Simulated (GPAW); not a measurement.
Runs of GPAW 26.7.0 on MgS (Niningerite). Symmetry: Fm-3m, No. 225, cubic system. The conventional cell has a = 5.203 Å, b = 5.203 Å, c = 5.203 Å, α = 90.00°, β = 90.00°, γ = 90.00°. S (site symmetry m-3m) is surrounded by 6 Mg at 2.60 Å. Mg (site symmetry m-3m) has 6 S at 2.60 Å as nearest neighbours. 

```csv
task,level,potentials or basis,cell,k mesh,cutoff (eV),maxiter,optimizer,fmax,max steps,convergence,gap on the mesh (eV),pressure (GPa)
relaxation of cell and atoms,PBEsol,"PAW data sets generated in the run's folder for this functional, pw",relaxed,9 × 9 × 9,800,150,BFGS,0.02 eV/Å,60,density=1e-05 forces=0.0001,(b),0.0
single point,PBE0,"GPAW PAW data sets (gpaw-data 1.2.1), pw",as given,6 × 6 × 6,600,60,-,-,-,-,(a),-
single point,PBE,"GPAW PAW data sets (gpaw-data 1.2.1), pw",as given,7 × 7 × 7,650,120,-,-,-,default,3.01,1.0
band structure,r2SCAN,"GPAW PAW data sets (gpaw-data 1.2.1), pw",as given,9 × 9 × 9,800,150,-,-,-,-,3.62,0.1
```

Alike in all rows: no spin polarisation; smearing fermi-dirac 0.05 eV.

Problem. Fill in the values left out.

Solution. (a) 4.53; (b) 2.87.

Caveats: an odd mesh through Γ misses points on the zone boundary, where band edges often lie (some runs); the PAW data sets were made with another functional, which shifts forces and pressure a little (some runs); later steps reuse the first step's grids (some runs); the cutoff is short for stress and forces, so pressures can be off by a GPa or more (some runs); the mesh misses the band edges, which the band path finds closer together (some runs).
